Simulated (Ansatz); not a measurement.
# SnTe (Fm-3m) in Ansatz: a series of runs

Runs on SnTe. Level: HSEsol. Tasks: band structure, single point, equation of state.

Program: Ansatz 0.2.0. These are calculated values, not measurements. Logs are shortened: lines on timing, memory, paths and dates and some standing lists are left out, and cuts for length are marked.

### Step 1. The structure

It takes space group Fm-3m (No. 225, cubic). The conventional cell has a = 6.302 Å, b = 6.302 Å, c = 6.302 Å, α = 90.00°, β = 90.00°, γ = 90.00°. Around Te (site symmetry m-3m) lie 6 Sn at 3.15 Å. Around Sn (site symmetry m-3m) lie 6 Te at 3.15 Å.

### Step 2. Band structure, HSEsol

Contents of input.yaml:

```yaml
crystal:
  lattice:
    - [0.0, 3.15085, 3.15085]
    - [3.15085, 0.0, 3.15085]
    - [3.15085, 3.15085, 0.0]
  atoms:
    - { symbol: Te, position: [0.5, 0.5, 0.5] }
    - { symbol: Sn, position: [0.0, 0.0, 0.0] }
hamiltonian:
  xc:
    exchange: hjs_pbesol
    correlation: pbesol
    exx: { coeff: 0.25, omega: 0.207 }
  pseudopotentials: { kind: paw }
kpoints:
  mp_grid: { grid: [4, 4, 4] }
  band_path:
    path:
      - [[0.0, 0.0, 0.0], [0.5, 0.0, 0.5], [0.5, 0.25, 0.75], [0.375, 0.375, 0.75], [0.0, 0.0, 0.0], [0.5, 0.5, 0.5], [0.625, 0.25, 0.625], [0.5, 0.25, 0.75], [0.5, 0.5, 0.5], [0.375, 0.375, 0.75]]
      - [[0.625, 0.25, 0.625], [0.5, 0.0, 0.5]]
    npoints: 4
scf:
  occupations: { method: fermi_dirac, width: 0.05 }
  n_extra_bands: 6
output:
  forces: true
  stress: true
  eigenvalues: true
  fatbands: false
  write_density: true
  write_potential: true
  elf: true
  volumetric_format: npy
```

Potentials or basis: Ansatz PAW.

On the command line:

```sh
$ ansatz run input.yaml --threads 2 --pin off --max-ram 5632MiB --backend cpu --events-out ev --progress --plain --runs-dir out
```

The program printed:

```text
Warning: output.stress: scf.convergence.dr2_threshold = 1e-7 eV (the SCF's general default) is looser than the 2e-10 eV advised for a printed stress (1e-10 eV for each atom of the cell: 2). What an SCF threshold leaves in a stress goes as its square root, and in the free energy as the threshold itself, and one threshold admits the most on a small cell: of the crystals measured, under no hybrid functional and no lock of the moments, on runs that ended without the residual-converged pass, on stresses that held no estimate of that error, the worst erred by over 100 MPa in a component at 1e-7 eV an atom and by under 5 at 1e-10. Set scf.convergence.dr2_threshold to 2e-10 eV or tighter. The threshold is an SCF's pass mark: one that does not reach it within its budget of iterations ends unconverged, or closes short of it on a stop that the run arms, and scf.convergence.dr2_threshold's page says what that costs each kind of run
Warning: output.stress: scf.exx.energy_threshold = 1e-6 eV is looser than the 2e-8 eV advised for a stress under a hybrid functional (1e-8 eV for each atom of the cell: 2). Every SCF of the exchange loop can meet its threshold on dr2 while the loop round them stops early: no threshold on dr2 bounds what that leaves in the stress. Set scf.exx.energy_threshold to 2e-8 eV or tighter. The threshold is the loop's pass mark: a loop that does not reach it within its budget of cycles ends unconverged, and scf.exx.energy_threshold's page has the law
Warning: RAYON_NUM_THREADS=2 ignored (pool sized by the plan → 2); use --threads N
scf.n_extra_bands = 6 over 15 filled bands (N_el = 30.0): the run solves 21 bands
Engine: ansatz 0.2.0, aarch64-unknown-linux-gnu
Pseudopotentials: kind: paw
Pseudopotential: Te, paw, valence charge 16, recommended cutoff 420 eV (normal), Te.paw.azcp
Pseudopotential: Sn, paw, valence charge 14, recommended cutoff 420 eV (normal), Sn.paw.azcp
Functional definition: unnamed
  parameter a_1 = 0.25
  parameter omega_1 = 0.207/angstrom
  exchange = pbe_x(mu = 0.12345679012345678) + (-a_1)*hjs_pbesol_x_sr(omega_1) + a_1*exact_x_sr(omega_1)
  correlation = pbe_c(beta = 0.046)
Crystal: 2 atoms, lattice volume = 62.562 Å³
Basis set: ecut = 420 eV, 1243 PW (Γ), exchange–correlation on 60×60×60 points (8 copies of the dense FFT grid, shifted against one another)
Bands: 21, of which v1, the nominal top of the filled ones, is band 15 counted from 1 (14 counted from 0)
Symmetry: 48 space group operations
Space group: Fm-3m (ITA 225), of the structure as read, at distance tolerance 4.0e-5 Å
k-points: 8 of 64
Non-local potential: Te, projectors of the file, l = 0: 2, l = 1: 2, l = 2: 2, l = 3: 2
Non-local potential: Sn, projectors of the file, l = 0: 2, l = 1: 2, l = 2: 2, l = 3: 2
PAW form: soft (Blöchl's): semilocal exchange-correlation on the pseudo side does not see the compensation charge
PAW frozen core: Te, regenerated for the run's functional, and the local potential with it (the file was generated under x = pbe(κ = 0.804, μ = 0.2195149727645171), c = pbe(β = 0.06672455060314922))
PAW frozen core: Sn, regenerated for the run's functional, and the local potential with it (the file was generated under x = pbe(κ = 0.804, μ = 0.2195149727645171), c = pbe(β = 0.06672455060314922))
PAW one-centre angular grid: Te, 590 points (default); XC on 64 Gauss nodes
PAW one-centre angular grid: Sn, 590 points (default); XC on 64 Gauss nodes
Initial density: superposition of atomic densities (neutral atoms: chi_scale 0, normalization atom), corrected by the library's trained network
Initial wavefunctions: pseudopotential atomic-orbital guess
Functional: x = pbesol(κ = 0.804, μ = 0.12345679012345678), c = pbesol(β = 0.046), warm-up for x = hjs_pbesol + 0.25 (exact − hjs_pbesol) at short range (ω = 0.207 Å⁻¹), c = pbesol(β = 0.046)
SCF iter   1: F=—  HF=-12851.860796 eV  |F-HF|=—  |Δ(HF+E_count)|=         —  Δρ=2.97e-3  dr2=8.03e-3  ethr=1.77e-3  ⟨swp⟩=14.1  Hψ=788  notcnv=0
preconditioner: auto → none  [insulator: Δε(μ)=0.150 eV  Ē_g=10.255 eV  σ=0.050 eV  W_gap=0.64  n_scr=14 (ndim 8)  ℏωp=14.8 eV  f_vac=0.009  D(μ)=0.75/eV (n_scr^D=0)]
SCF iter   2: F=—  HF=-12851.859129 eV  |F-HF|=—  |Δ(HF+E_count)|=   1.67e-3  Δρ=1.23e-3  dr2=1.23e-3  ethr=2.68e-5  ⟨swp⟩=4.2  Hψ=450  notcnv=0  defer=6
[... 31 lines left out ...]
SCF iter   4: F=-12901.641756 eV  HF=-12901.641756 eV  |F-HF|=5.56e-9  |Δ(HF+E_count)|=   2.51e-8  Δρ=3.19e-6  dr2=1.05e-8  ethr=4.02e-10  ⟨swp⟩=4.0  Hψ=356  notcnv=0
SCF 3 converged in 4 iterations: F = -12901.641756 eV  dr2 = 1.05e-8
  Residual-converged pass: ⟨swp⟩=3.9  Hψ=395  notcnv=0  max |occ|·‖R‖ = 2.1e-6 eV (tolerance 2.4e-6 eV)  dr2=9.98e-9  dr2_onsite=1.77e-9  max |Δocc| = 3.3e-11
hybrid outer 2: dexx = +1.021e-6 eV, tail = 3.55e-8 eV, Δε = 2.84e-3 eV (about 1.36e-4 eV left of the loop's levels)
NSCF: frozen V_eff on 42 k-points
hybrid SCF converged: 2 outer / 12 inner (+7 warm-up), last move |dexx| = 1.02e-6 eV, tail = 3.55e-8 eV
Stability not checked: this state was not tested for a lower state beside it, because the functional holds exact exchange (a hybrid, or Hartree-Fock), whose exchange loop this test does not read (fock_operator; see scf.lower_state_search)
Free energy (F): -12901.641756 eV
Frozen-core exchange: fock
Harris-Foulkes:  -12901.641756 eV  (|F-HF|=5.56e-9)
Internal energy: -12901.633618 eV  (E = F + TS)
E sigma→0 (E₀):  -12901.637687 eV
Entropy (-TS):   -0.008139 eV (-4.069 meV/atom)
Fermi energy:    9.604410 eV
--- Per-component energies (eV) ---
  E_band       = -416.229507
  E_kinetic    = 365.675661
  E_local      = -2154.133718  (includes V_loc(G=0)·N_el)
  E_nonlocal   = -340.518750
  E_hartree    = 1352.883189
  E_xc         = -398.830290
  E_vxc        = -162.111002  (∫ρ·V_xc dr)
  E_exx        = -81.261425  (= α·E_x^exact, valence–valence)
  E_paw        = -8720.513449  (= ΣΔE_a)
  E_vpaw       = -668.383029  (= ΣTr[D̂ρ^β])
  E_aug_tail   = -0.000161  (compensation charges beyond the density's cutoff)
  E_ewald      = -2925.490525
  E_core_change = 0.555857  (= ΣΔE_core)
  E_smearing   = -0.008139  (= −TS)
  E_closure    = -0.000006  (closes the sum)
  Σ components = -12901.641756   (vs F -12901.641756, Δ=0.00e0)
--- Forces (eV/Å), atoms counted from 1 ---
  atom   1  Te     0.00000000    -0.00000000     0.00000000
  atom   2  Sn    -0.00000000     0.00000000    -0.00000000
  max |Σ_I F_I| component: 1.05e-30 eV/Å
--- Stress (GPa, compression-positive) ---
       -0.594457      -0.000000       0.000000
       -0.000000      -0.594457      -0.000000
        0.000000       0.000000      -0.594457
  P = ⅓ Tr σ = -0.5945 GPa (-5.945 kbar)
--- Band table (eV; the first three rows and the last of 8) ---
  k-point 0: bands = ["-30.2187", "-30.2187", "-30.2092", "-30.2092", "-30.2092", "-14.7721", "-14.7721", "-14.7563", "-14.7563", "-14.7563", "-4.8299", "4.3900", "6.9542", "6.9542", "6.9542", "13.3221", "13.3221", "13.3221", "14.6520", "14.6520", "14.6520"]
  k-point 1: bands = ["-30.2185", "-30.2185", "-30.2090", "-30.2088", "-30.2088", "-14.7756", "-14.7756", "-14.7557", "-14.7532", "-14.7532", "-4.2630", "2.0214", "7.0730", "7.0730", "8.4290", "11.3189", "11.3189", "11.3866", "15.0233", "15.9608", "15.9608"]
  k-point 2: bands = ["-30.2184", "-30.2184", "-30.2087", "-30.2085", "-30.2085", "-14.7794", "-14.7794", "-14.7551", "-14.7498", "-14.7498", "-3.3679", "0.0953", "7.3100", "7.3100", "9.5737", "9.6353", "10.0027", "10.0027", "17.8048", "18.9505", "19.1277"]
  k-point 7: bands = ["-30.2187", "-30.2181", "-30.2087", "-30.2087", "-30.2078", "-14.7867", "-14.7740", "-14.7530", "-14.7530", "-14.7453", "-2.9164", "1.2229", "3.9578", "3.9578", "8.4654", "10.5561", "14.5397", "14.5397", "16.2038", "16.2038", "20.7124"]
```

bands.tsv:

```text
# k_distance	band_0	band_1	band_2	band_3	band_4	band_5	band_6	band_7	band_8	band_9	band_10	band_11	band_12	band_13	band_14	band_15	band_16	band_17	band_18	band_19	band_20
# fermi_ev = 9.604413
[... 58 lines left out ...]
6.224080	-39.823305	-39.822483	-39.813792	-39.812264	-39.812251	-24.396100	-24.373315	-24.363673	-24.350507	-24.350096	-12.599359	-7.736428	-6.379186	-4.283535	-4.013714	2.682488	4.683201	4.948500	6.731447	9.944194	10.359234
6.312209	-39.823361	-39.822477	-39.813888	-39.812212	-39.812209	-24.397155	-24.372256	-24.364454	-24.349908	-24.349804	-12.617495	-7.434924	-6.464667	-4.390750	-4.310003	2.364094	5.213874	5.295222	6.924896	9.981053	10.641850
6.400337	-39.823379	-39.822476	-39.813929	-39.812199	-39.812199	-24.397520	-24.371886	-24.364725	-24.349705	-24.349705	-12.624676	-7.313609	-6.493301	-4.426735	-4.426735	2.253209	5.428563	5.428563	6.992115	9.724959	11.095407
```

Wall time 1.7 min (2 threads of Arm Neoverse V2, shared host); peak memory 0.84 GiB.

Results:

| Quantity | Value |
| --- | --- |
| Free energy | -12901.6418 eV |
| Pressure | -0.6 GPa |
| Band gap along the path | 0.06 eV, direct |

Levels at the corners of the path, in eV from the Fermi level:
```csv
point,band 12,band 13,band 14,band 15,band 16,band 17,band 18,band 19
Γ,-5.21,-2.65,-2.65,-2.65,3.72,3.72,3.72,5.05
X,-7.31,-6.49,-4.43,-4.43,2.25,5.43,5.43,6.99
W,-8.38,-5.65,-5.65,-1.14,0.95,4.94,4.94,6.60
K,-8.45,-6.04,-3.87,-3.20,3.30,3.33,4.50,6.07
Γ,-5.21,-2.65,-2.65,-2.65,3.72,3.72,3.72,5.05
L,-9.51,-2.29,-2.29,-0.03,0.03,0.40,0.40,8.20
U,-8.45,-6.04,-3.87,-3.20,3.30,3.33,4.50,6.07
W,-8.38,-5.65,-5.65,-1.14,0.95,4.94,4.94,6.60
L,-9.51,-2.29,-2.29,-0.03,0.03,0.40,0.40,8.20
K,-8.45,-6.04,-3.87,-3.20,3.30,3.33,4.50,6.07
U,-8.45,-6.04,-3.87,-3.20,3.30,3.33,4.50,6.07
X,-7.31,-6.49,-4.43,-4.43,2.25,5.43,5.43,6.99
```

Caveat: the k mesh is coarse (spacing up to 0.43 Å⁻¹), so the values aren't converged, least of all with exact exchange; spin-orbit coupling is left out, which moves the levels of the heavy elements; the PAW data sets come from PBE, with cores solved anew for the run's functional, which leaves a small shift of forces and pressure; the thresholds are loose for stress.

[end of part 1 of 2]
